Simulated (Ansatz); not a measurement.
Clean, relaxed (100) surface of TiO2, space group P4_2/mnm (No. 136) (top face towards +c; atoms held fixed, by place in the list: 1, 2, 3, 4, 5, 6, 7):

```yaml
crystal:
  lattice:
    - [2.93899, 0.00000, 0.00000]
    - [0.00000, 4.59125, 0.00000]
    - [0.00000, 0.00000, 27.97824]
  atoms:
    - { symbol: O, position: [0.00000, 0.30444, 0.30381] }
    - { symbol: Ti, position: [0.50000, 0.50000, 0.33590] }
    - { symbol: O, position: [0.00000, 0.69556, 0.36799] }
    - { symbol: O, position: [0.50000, 0.19556, 0.38586] }
    - { symbol: Ti, position: [0.00000, 0.00000, 0.41795] }
    - { symbol: O, position: [0.50000, 0.80444, 0.45004] }
    - { symbol: O, position: [0.00000, 0.30444, 0.46791] }
    - { symbol: Ti, position: [0.50000, 0.50605, 0.49991] }
    - { symbol: O, position: [0.00000, 0.69091, 0.53214] }
    - { symbol: O, position: [0.50000, 0.19182, 0.55100] }
    - { symbol: Ti, position: [0.00000, 0.01253, 0.58308] }
    - { symbol: O, position: [0.50000, 0.78655, 0.61397] }
    - { symbol: O, position: [0.00000, 0.26455, 0.63486] }
    - { symbol: Ti, position: [0.50000, 0.52329, 0.66307] }
    - { symbol: O, position: [0.00000, 0.62958, 0.69821] }
```

Level of theory: DFT PBEsol, scalar-relativistic, plane waves, PAW (Ansatz 0.2.0). Settings: cutoff 420 eV, Γ-centred mesh 9×6×1 on the computed 15-atom cell, Gaussian smearing of 0.05 eV; no spin polarisation. A dipole correction removes the field between periodic images along c.

With the adsorbate the run is spin-polarised, so any moments that the slab's own atoms take up count into E_ads.

H (atom) is adsorbed on the top face, one adsorbate per 13.5 Å², and relaxed from 2 starting sites (fractions of a and b). The adsorption energy is E(slab + adsorbate) − E(slab) − E(free adsorbate, spin-polarised where open-shell). Heights count from the highest slab atom after relaxation. Δp counts per cell along +c. Bonded neighbours lie within 1.25 times the sum of covalent radii (1.35 for H) and, on that scale, within 12 % of the closest. With the adsorbate the cell is lengthened along c to keep the vacuum.

```json
{"start": "top (O) at (0.00, 0.63)", "ends at": "(0.00, 0.79), 1 bonded neighbour (O)", "E_ads (eV)": "-2.26", "height (Å)": "0.47", "shortest contact": "H–O 0.97 Å", "Δp (e·Å)": "+0.234"}
{"start": "hollow (Ti-Ti) at (0.50, 0.02), 1.0 Å under the top layer", "ends at": "(0.50, 0.10), 1 bonded neighbour (Ti)", "E_ads (eV)": "-0.19", "height (Å)": "0.01", "shortest contact": "H–Ti 2.18 Å", "Δp (e·Å)": "+0.010"}
```

Among the sites tried, the lowest end comes from the top (O) at (0.00, 0.63) start; other sites may lie lower.

Each end is the local minimum or symmetric point that its start leads to.